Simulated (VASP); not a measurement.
SnTe: single point with PBE

Crystal: SnTe.

```
Te Sn
1.0
     0.00000    3.61115    3.61115
     3.61115    0.00000    3.61115
     3.61115    3.61115    0.00000
Te Sn
1 1
Direct
  0.25000 0.25000 0.25000
  0.00000 0.00000 0.00000
```

Measurements of this composition are mostly on another form, of space group No. 225.

* Program: VASP 6.6.1
* Task: single point
* Functional: PBE
* Potentials or basis: VASP PAW PBE potentials, release 64 (Te_GW, Sn_d_GW)
* Cutoff: 500 eV
* k mesh: 4 × 4 × 4
* Occupations: gaussian, width 0.02 eV
* Spin: no spin polarisation

```json
{
 "Pressure": "-0.2 GPa",
 "Band gap on the k mesh": "0.09 eV, indirect (least direct gap 0.80 eV)"
}
```

Levels at points of the mesh, in eV from the valence-band top:
```
           k point  band 6  band 7  band 8  band 9  band 10  band 11  band 12  band 13  band 14
(0.00, 0.00, 0.00)  -11.56   -5.22   -1.96   -1.96    -1.96     0.98     0.98     0.98     4.10
(0.50, 0.00, 0.00)  -11.02   -7.03   -2.49   -2.49    -2.07     1.78     1.78     3.37     5.65
(0.50, 0.50, 0.00)  -10.80   -7.39   -3.15   -3.15    -0.71     0.09     3.85     3.85     5.40
```

Run time: 10 s on 1 thread of Intel(R) Xeon(R) 6975P-C (Granite Rapids), with other jobs on the host, peak memory 0.25 GiB.

Caveat: spin-orbit coupling is left out, which moves the levels of the heavy elements. A k mesh can miss the band edges.
